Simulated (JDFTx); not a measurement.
**SiS (silylene, thioxo-) in JDFTx: the effect of solvation model**

SiS (silylene, thioxo-), in a box:

```
CELL_PARAMETERS angstrom
9.00000 0.00000 0.00000
0.00000 9.00000 0.00000
0.00000 0.00000 11.00000
ATOMIC_POSITIONS crystal
Si 0.50144 0.50233 0.41539
S 0.50144 0.50233 0.59079
```

Alike in all runs:

| Property | Result |
| --- | --- |
| Program | JDFTx 1.7.0 (patched build) |
| Task | solvation |
| Functional | PW91 |
| Potentials or basis | PseudoDojo-SR-PBE-0.5-standard with smoothed tails |
| Cutoff | 707 eV |
| Density cutoff | 2830 eV |
| k mesh | 1 × 1 × 1 |
| Occupations | fixed |
| Spin | no spin polarisation |

```csv
solvation model,largest force (eV/Å)
GLSSA13 LinearPCM,1.05
SCCS_g03 LinearPCM,1.07
SCCS_g09beta LinearPCM,?
LA12 LinearPCM,1.33
CANDLE LinearPCM,1.06
GLSSA13 NonlinearPCM,1.07
```

Question: What does the run with solvation model SCCS_g09beta LinearPCM give?

Answer: Largest force 0.88 eV/Å.

Caveats: forces may be off by hundredths of an eV/Å; the cores' own exchange energy is taken off the total, which shifts forces and pressure where cores overlap; forces in the liquid are good to some per cent; the liquid is a continuum model, checked here against plausible ranges alone; the potentials were made for another functional, which shifts forces and pressure.

Runs at the PBE level aren't shown here.
